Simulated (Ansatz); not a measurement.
Runs of Ansatz 0.2.0 on Pd. It takes space group Fm-3m (No. 225, cubic). Conventional cell: a = 3.893 Å, b = 3.893 Å, c = 3.893 Å, α = 90.00°, β = 90.00°, γ = 90.00°. Around Pd (site symmetry m-3m) lie 12 Pd at 2.75 Å. 

```csv
task,level,potentials or basis,spin,U,cell,k mesh,cutoff (eV),smearing,points for each segment of the path,broadening,double counting,hubbard projectors,other keys,gap on the mesh (eV),pressure (GPa)
single point,revPBE,PseudoDojo stringent (PBEsol files),off,-,volume scaled by 0.8,12 × 12 × 12,1116,cold 0.15 eV,-,-,-,-,scf.convergence.dr2_threshold = 1e-06,none,93.1
band structure,revPBE,Ansatz PAW,off,-,cell strained at random at fixed volume,9 × 9 × 9,420,fermi-dirac 0.05 eV,14,-,-,-,basis.xc_grid = 1; scf.mixing.preconditioner = kerker; …,none,10.2
optical spectrum,revPBE+D3(BJ),PseudoDojo standard (PBE files),"SOC, no magnetisation",-,as given,12 × 12 × 12,1116,tetrahedron uncorrected,-,0.2 eV,-,-,scf.lower_state_search = light; scf.convergence.dr2_threshold = 1e-09;,none,-
ladder of functionals,RPBE+D3(BJ)-ATM+U,Ansatz PAW,"SOC, no magnetisation",Pd d U = 3 eV,as given,12 × 12 × 12,420,fermi-dirac 0.01 eV,-,-,fll,ortho-atomic (the default),-,none,-26.0
projected density of states,BLYP,PseudoDojo standard (PBEsol files),"non-collinear, ferromagnetic start, SOC",-,as given,12 × 12 × 12,1116,fermi-dirac 0.05 eV,-,-,-,-,-,none,(a)
```

Problem. Fill in the values left out.

Solution. (a) 18.5.

Caveats: the potentials were made for another functional, which shifts forces and pressure (some runs); the thresholds are loose for stress (some runs); the PAW data sets come from PBE, with cores solved anew for the run's functional, which leaves a small shift of forces and pressure (some runs); pairwise dispersion overbinds metals, which lowers pressure and volume (some runs); U without spin polarisation on a metal has little footing (some runs); the U is typed as a test and isn't derived for this compound (some runs); so large a pressure means that the cell lies far from this level's equilibrium, or that cutoff or potentials fall short (some runs).

A k mesh can miss the band edges, and rows without SOC leave out spin-orbit coupling on Pd.

A gap of «none» marks a metal or a gap under the smearing width.
